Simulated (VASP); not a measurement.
The system is CsSnBr3.

```
Cs Sn Br
1.0
     5.83901    0.00000    0.00000
     0.00000    5.83901    0.00000
     0.00000    0.00000    5.83901
Cs Sn Br
1 1 3
Cartesian
  0.0000 0.0000 0.0000
  2.9195 2.9195 2.9195
  2.9195 0.0000 2.9195
  2.9195 2.9195 0.0000
  0.0000 2.9195 2.9195
```

The cell is a database's computed one.

```yaml
Program: VASP 6.6.1
Task: relaxation of cell and atoms
Functional: PBE
Potentials_or_basis: VASP PAW PBE potentials, release 64 (Cs_sv, Sn_d, Br)
Cutoff: 600 eV
k_mesh: 6 × 6 × 6
Occupations: gaussian, width 0.03 eV
Spin: no spin polarisation
```

At the start: pressure 0.6 GPa; volume 39.81 Å³/atom.

Question: How do energy, volume and symmetry change on relaxing?

Answer: Over 3 steps the energy falls by 2.2 meV/atom and the volume is 41.09 Å³/atom (+3.2 %); space group Pm-3m (No. 221, to 0.05 Å).

Step by step:
```csv
step,energy change (eV),largest force (eV/Å),pressure (GPa),volume (Å³)
1,0.0000,0.0000,0.61,199.07
2,-0.0104,0.0000,0.17,203.46
3,-0.0112,0.0000,-0.03,205.44
```

Final structure:
```
Cs Sn Br
1.0
     5.90062    0.00000    0.00000
     0.00000    5.90062    0.00000
     0.00000    0.00000    5.90062
Cs Sn Br
1 1 3
Cartesian
  0.0000 0.0000 0.0000
  2.9503 2.9503 2.9503
  2.9503 0.0000 2.9503
  2.9503 2.9503 0.0000
  0.0000 2.9503 2.9503
```
